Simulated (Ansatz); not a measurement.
Input of an Ansatz 0.2.0 run:

Contents of input.yaml:

```yaml
crystal:
  lattice:
    - [4.15, 0.0, 0.0]
    - [-2.075, 3.5940054257, 0.0]
    - [0.0, 0.0, 6.737]
  atoms:
    - { symbol: Cd, position: [0.6666666667, 0.3333333333, 0.5] }
    - { symbol: Cd, position: [0.3333333333, 0.6666666667, 0.0] }
    - { symbol: S, position: [0.6666666667, 0.3333333333, 0.875] }
    - { symbol: S, position: [0.3333333333, 0.6666666667, 0.375] }
hamiltonian:
  xc: pbe
  pseudopotentials: { kind: paw }
kpoints:
  mp_grid: { grid: [7, 7, 4] }
scf:
  occupations: { method: gaussian, width: 0.016 }
output:
  forces: true
  stress: true
  eigenvalues: true
```

Potentials or basis: Ansatz PAW.

Command:

```bash
$ ansatz run input.yaml --threads 2 --pin off --max-ram 5632MiB --backend cpu --events-out ev --progress --plain --runs-dir out
```

Q: What does it give for the band gap on the k mesh?

A: 1.20 eV, direct.

Q: Estimate the largest force.

A: 0.068 eV/Å.

Forces on the atoms (eV/Å):
```
Cd   0.000  0.000 -0.068
Cd   0.000  0.000 -0.068
S    0.000  0.000  0.068
S    0.000  0.000  0.068
```

Caveat: odd divisions of the mesh miss points on the zone boundary, where band edges often lie, so the gap on the mesh can be too wide.

**Measured values to compare with.**

“Isotope dependence of band-gap energy”, 2008, arxiv:0807.2152 quotes, for a bulk crystal of CdS: band gap 2.5809 ± 0.0002 eV.

Against the measured gap of CdS, 2.5809 eV (quoted in “Isotope dependence of band-gap energy”, 2008, arxiv:0807.2152), the calculated 1.20 eV is off by -1.38 eV. So large a miss can be the level of theory's own, or it may mean another phase, state or a wrong row. Spin-orbit coupling on Cd is left out. The value is that of PBE, without temperature or zero-point motion. Semilocal functionals fall short of measured gaps as a rule.
